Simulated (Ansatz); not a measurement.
**Ga: the crystal squeezed far**

The task here is to estimate one member of a computed series from the others.

Method: DFT, PBE, PAW with Ansatz's default frozen-core files, scalar-relativistic, in Ansatz 0.2.0.

### The starting structure

It takes space group Fd-3m (No. 227, cubic). The conventional cell has a = 5.749 Å, b = 5.749 Å, c = 5.749 Å, α = 90.00°, β = 90.00°, γ = 90.00°. Around Ga (site symmetry -43m) lie 4 Ga at 2.49 Å.

Structure file:

```cif
data_structure
_symmetry_space_group_name_H-M 'P 1'
_symmetry_Int_Tables_number 1
_cell_length_a 4.0651
_cell_length_b 4.0651
_cell_length_c 4.0651
_cell_angle_alpha 60.000
_cell_angle_beta 60.000
_cell_angle_gamma 60.000
_cell_volume 47.50
loop_
_atom_site_label
_atom_site_type_symbol
_atom_site_fract_x
_atom_site_fract_y
_atom_site_fract_z
_atom_site_occupancy
Ga1 Ga 0.87500 0.87500 0.87500 1
Ga2 Ga 0.12500 0.12500 0.12500 1
```

Whether this phase is the stable one at these pressures isn't tested.

Atoms are numbered in the order of the input: Ga1, Ga2.

The first run:

input.yaml reads:

```yaml
crystal:
  lattice:
    - [0.0, 2.8744485395, 2.8744485395]
    - [2.8744485395, 0.0, 2.8744485395]
    - [2.8744485395, 2.8744485395, 0.0]
  atoms:
    - { symbol: Ga, position: [-0.125, -0.125, -0.125] }
    - { symbol: Ga, position: [0.125, 0.125, 0.125] }
kpoints:
  mp_grid: { grid: [11, 11, 11] }
scf:
  occupations: { method: fermi_dirac, width: 0.05 }
hamiltonian:
  xc: pbe
  pseudopotentials: { kind: paw }
output:
  forces: true
  stress: true
relax:
  f_tol: 0.005
  max_steps: 40
  cell: {}
```

Started as:

```bash
$ ansatz run input.yaml --threads 1 --pin off --max-ram 2048MiB --backend cpu --events-out ev --progress --plain --runs-dir out
```

Steps of the session up to this table: Cell relaxed at zero pressure, PAW; Volume scaled by 1, PAW; Volume scaled by 0.88, PAW; Volume scaled by 0.78, PAW; Volume scaled by 0.68, PAW; Volume scaled by 0.58, PAW; Volume scaled by 0.5, PAW; Volume scaled by 0.43, PAW; Volume scaled by 0.43, PAW (partial_waves polarizable).

One of the session's tables, all rows but one given; the rest of the session is left out.

```
                         method  volume over the first  volume (Å³/atom)  pressure (GPa)
                            PAW                      1            25.402            0.00
                            PAW                   0.88                 ?               ?
                            PAW                   0.78            19.814           16.41
                            PAW                   0.68            17.273           35.01
                            PAW                   0.58            14.733           70.71
                            PAW                    0.5            12.701          125.50
                            PAW                   0.43            10.923          212.96
PAW (partial_waves polarizable)                   0.43            10.923          212.93
```

Estimate the missing values for PAW, 0.88.

As computed: volume (Å³/atom): 22.354; pressure (GPa): 6.23. In the column «volume (Å³/atom)» it lies between PAW, 0.78 (19.814) and PAW, 1 (25.402).
